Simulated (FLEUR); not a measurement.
Runs of FLEUR MaX-R8.1 (later development tree) on AlN. Symmetry: F-43m, No. 216, cubic system. The conventional cell has a = 4.368 Å, b = 4.368 Å, c = 4.368 Å, α = 90.00°, β = 90.00°, γ = 90.00°. Around Al (site symmetry -43m) lie 4 N at 1.89 Å. Around N (site symmetry -43m) lie 4 Al at 1.89 Å. Measurements of this composition are mostly on another form, of space group No. 186.

```csv
task,level,gmax,muffin-tin radii,max iterations,mixing factor,mixer,kmax,gap on the mesh (eV),V0 of scaled cells (Å³/atom),B0 (GPa)
band structure,LDA,17.2 1/bohr,"Al 1.77, N 1.54 bohr",60,0.05,Anderson,5.54 1/bohr,3.24,-,-
equation of state,LDA,17.7 1/bohr,"Al 1.72, N 1.49 bohr",-,-,-,5.7 1/bohr,-,10.23,211
band structure,r2SCAN,17.2 1/bohr,"Al 1.77, N 1.54 bohr",80,0.05,Anderson,5.54 1/bohr,(b),-,-
equation of state,PBEsol,17.7 1/bohr,"Al 1.72, N 1.49 bohr",-,-,-,5.7 1/bohr,-,10.48,(a)
band structure,PBEsol,17.2 1/bohr,"Al 1.77, N 1.54 bohr",60,0.05,Anderson,5.54 1/bohr,3.19,-,-
single point,PBEsol,17.7 1/bohr,"Al 1.72, N 1.49 bohr",60,0.05,Anderson,5.7 1/bohr,3.19,-,-
```

Alike in all rows: potentials or basis all-electron, FLAPW; no spin polarisation; cell as given; k mesh 10 × 10 × 10; smearing fermi-dirac 0.05 eV.

Question: Estimate the missing entries.

Answer: (a) 200; (b) 3.95.

Caveats: the meta-GGA is that of a development version, with a GGA for the radial functions and cores and without core tails (some runs).

A k mesh can miss the band edges.
